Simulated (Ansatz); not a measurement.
Geometry optimisation in Ansatz: input, command and trajectory.

```yaml
crystal:
  lattice:
    - [3.8149813814, 0.0, 0.0]
    - [-1.9074906907, 3.3038707912, 0.0]
    - [0.0, 0.0, 5.2007875442]
  atoms:
    - { symbol: Mn, position: [0.0, 0.0, 0.0], spin: 2.83 }
    - { symbol: Mn, position: [0.0, 0.0, 0.5], spin: 2.83 }
    - { symbol: Sb, position: [0.3333333333, 0.6666666667, 0.25] }
    - { symbol: Sb, position: [0.6666666667, 0.3333333333, 0.75] }
basis:
  ecutwfc: 420
kpoints:
  mp_grid: { grid: [12, 12, 8] }
hamiltonian:
  xc: pbe
scf:
  occupations: { method: gaussian, width: 0.1 }
output:
  forces: true
  stress: true
  eigenvalues: true
  populations: true
magnetization:
  spin_polarized: true
relax:
  adjacent_minimum: "off"
  f_tol: 0.008
  max_steps: 50
  cell: { stress_tol: 0.08, p_target: 20.0 }
```

```bash
ansatz run input.yaml --threads 1 --pin off --max-ram 2560MiB --backend cpu --events-out ev --progress --plain --runs-dir out
```

These are results of DFT PBE, scalar-relativistic, plane waves, PAW (Ansatz), not measurements.

Of 4 frames 3 are shown, positions in Å and forces in eV/Å; the SCF threshold varies from step to step. Steps run on the plane waves of an earlier cell, with a Pulay correction in the pressure. The basis is chosen afresh for the last frame, the zero of the energies, and at times for earlier ones too; energy and pressure step there, also at an unchanged geometry. The relaxation lowers the enthalpy F + PV at the target pressure, so the free energy itself can rise.

```xyz
4
Lattice="3.8150 0.0000 0.0000 -1.9075 3.3039 0.0000 0.0000 0.0000 5.2008" Properties=species:S:1:pos:R:3:forces:R:3 pbc="T T T" step=1 free_energy_over_end_meV_per_atom=16.03 pressure_GPa=21.15
Mn    0.0000    0.0000    0.0000    0.0000    0.0000    0.0000
Mn    0.0000    0.0000    2.6004    0.0000    0.0000    0.0000
Sb    0.0000    2.2026    1.3002    0.0000    0.0000    0.0000
Sb    1.9075    1.1013    3.9006    0.0000    0.0000    0.0000
4
Lattice="3.8279 0.0000 0.0000 -1.9139 3.3150 0.0000 0.0000 0.0000 5.2147" Properties=species:S:1:pos:R:3:forces:R:3 pbc="T T T" step=2 free_energy_over_end_meV_per_atom=-3.68 pressure_GPa=19.72
Mn    0.0000    0.0000    0.0000    0.0000    0.0000    0.0000
Mn    0.0000    0.0000    2.6073    0.0000    0.0000    0.0000
Sb    0.0000    2.2100    1.3037    0.0000    0.0000    0.0000
Sb    1.9139    1.1050    3.9110    0.0000    0.0000    0.0000
4
Lattice="3.8251 0.0000 0.0000 -1.9126 3.3126 0.0000 0.0000 0.0000 5.2127" Properties=species:S:1:pos:R:3:forces:R:3 pbc="T T T" step=4 free_energy_over_end_meV_per_atom=0.00 pressure_GPa=20.00
Mn    0.0000    0.0000    0.0000    0.0000    0.0000    0.0000
Mn    0.0000    0.0000    2.6063    0.0000    0.0000    0.0000
Sb    0.0000    2.2084    1.3032    0.0000    0.0000    0.0000
Sb    1.9126    1.1042    3.9095    0.0000    0.0000    0.0000
```

The run took 2.7 min on 1 thread of Arm Neoverse V1, on a shared host, peak memory 0.63 GiB.

Spin-orbit coupling is left out, which matters for the bands of heavy elements. Only parallel moments were tried here.